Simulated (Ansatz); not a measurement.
Write a Python script for Ansatz 0.2.0 through its Python package that makes band-curvature effective masses by finite differences of CaF2, space group Fm-3m. Settings (first run): LDA, PAW, cutoff 320 eV, 5×5×5 k-points, fixed occupations.

```
Ca F
1.0
     0.00000    2.73100    2.73100
     2.73100    0.00000    2.73100
     2.73100    2.73100    0.00000
Ca F
1 2
Direct
  0.00000 0.00000 0.00000
  0.25000 0.25000 0.25000
  0.75000 0.75000 0.75000
```

Script `run_mass.py`:
```python
import ansatz as az
import numpy as np


def main() -> None:
    lattice = az.Lattice.of(
        (0.0, 2.731, 2.731),
        (2.731, 0.0, 2.731),
        (2.731, 2.731, 0.0),
    )
    sites = [
        ("Ca", (0.0, 0.0, 0.0)),
        ("F", (0.25, 0.25, 0.25)),
        ("F", (0.75, 0.75, 0.75)),
    ]
    xtal = az.Crystal(lattice=lattice)
    for symbol, position in sites:
        xtal = xtal.atom(symbol, position)

    calc = (
        xtal.calculation()
        .functional("lda")
        .basis(320)
        .kpoints(5, 5, 5)
        .mixing("broyden")
        .scf(tolerance=1e-09)
        .occupations("fixed")
    )
    result = calc.band_table().run(threads=1)
    data = result.report
    levels = np.array(data["eigenvalues_ev"])
    filled = round(data["n_electrons"] / 2)
    edges = {"top filled band": (filled - 1, levels[:, filled - 1].argmax()), "lowest empty band": (filled, levels[:, filled].argmin())}
    gap = levels[:, filled].min() - levels[:, filled - 1].max()
    print(f"gap on the mesh {gap:.3f} eV")
    if gap <= 0.05:
        print("no gap: band-edge masses have no meaning here")
        edges = {}
    reciprocal = 2 * np.pi * np.linalg.inv(result.lattice.cell_ang).T
    step = 0.008  # 1/A

    pairs = [(0, 1), (0, 2), (1, 2)]
    moves = [sign * axis for axis in np.eye(3) for sign in (-1, 1)]
    moves += [s1 * np.eye(3)[i] + s2 * np.eye(3)[j] for i, j in pairs for s1 in (1, -1) for s2 in (1, -1)]
    for name, (band, index) in edges.items():
        together = int(np.sum(np.abs(levels[index] - levels[index, band]) < 2e-3))
        print(name, "at k =", np.round(data["kpoints_frac"][index], 4), f"E = {levels[index, band]:.4f} eV, degeneracy {together}")
        centre = np.array(data["kpoints_frac"][index]) @ reciprocal
        points = [centre] + [centre + step * move for move in moves]
        table = calc.band_structure(points, intervals=1, cartesian=True).run(threads=1).band_structure().channels[0].eigenvalues_ev
        if together > 1:
            level = np.flatnonzero(np.abs(levels[index] - levels[index, band]) < 2e-3)
            along = (table[1, level] + table[2, level] - 2 * table[0, level]) / step ** 2
            print("  degenerate level, no single mass tensor; masses of its branches along x:", np.round(7.61996 / along, 3), "m_e")
            continue
        e = table[:, band]
        hessian = np.diag((e[1:7:2] + e[2:7:2] - 2 * e[0]) / step ** 2)
        for (i, j), (pp, pm, mp, mm) in zip(pairs, e[7:].reshape(3, 4)):
            hessian[i, j] = hessian[j, i] = (pp - pm - mp + mm) / (4 * step ** 2)
        curvatures, axes = np.linalg.eigh(hessian)
        slope = (e[2:7:2] - e[1:7:2]) / (2 * step)
        print("  slope (eV A):", np.round(slope, 3) + 0.0, "" if np.abs(slope).max() < 0.05 else "- no extremum here, so these are local curvatures and no band-edge masses")
        for curvature, axis in zip(curvatures, axes.T):
            print(f"  principal mass {7.61996 / curvature:8.3f} m_e along", np.round(axis, 2) + 0.0)


if __name__ == "__main__":
    main()
```

Running `python run_mass.py` prints:
```text
DeckWarning: basis.ecutwfc = 320 eV is below the records' recommended 420 eV, and the density's cutoff is lower with it unless basis.ecutrho_ratio is high enough to keep the records' density cutoff: compare with a run at a higher cutoff
gap on the mesh 6.956 eV
top filled band at k = [ 0.   0.4 -0.4] E = 2.8400 eV, degeneracy 1
  slope (eV A): [ 0.    -0.297  0.297] - no extremum here, so these are local curvatures and no band-edge masses
  principal mass   -0.654 m_e along [-1.  0.  0.]
  principal mass   -2.860 m_e along [ 0.    0.71 -0.71]
  principal mass   -3.844 m_e along [0.   0.71 0.71]
lowest empty band at k = [0. 0. 0.] E = 9.7957 eV, degeneracy 1
  slope (eV A): [0. 0. 0.]
  principal mass    0.545 m_e along [-0.59  0.65  0.48]
  principal mass    0.545 m_e along [0.81 0.51 0.3 ]
  principal mass    0.545 m_e along [ 0.05 -0.57  0.82]
```
(Warnings from the package without file and line.)

Caveats:
- The settings weren't tested for convergence.
- The cutoff lies under the one recommended for these potentials.
- Along an axis with an odd division the mesh misses the point at one half; a gap read on a finite mesh is an upper bound on this functional's gap.
- Semilocal gaps usually lie well under measured ones.
- The starting cell is as deposited in a crystallographic database; the results hold for this polymorph, which needn't be the stable one.
- Gaps and levels are Kohn-Sham values on a finite set of k-points.
- The masses are finite-difference curvatures at extrema found on a coarse mesh, which needn't be the true band edges; a step that is long against the gap makes them too heavy. Negative values are curvatures of valence bands (the hole mass is their size). Spin-orbit coupling is left out, and light masses scale with the Kohn-Sham gap.
- The whole script took 3.4 s on 1 thread of Intel(R) Xeon(R) Processor @ 2.30GHz (shared host), peak memory 0.45 GiB.
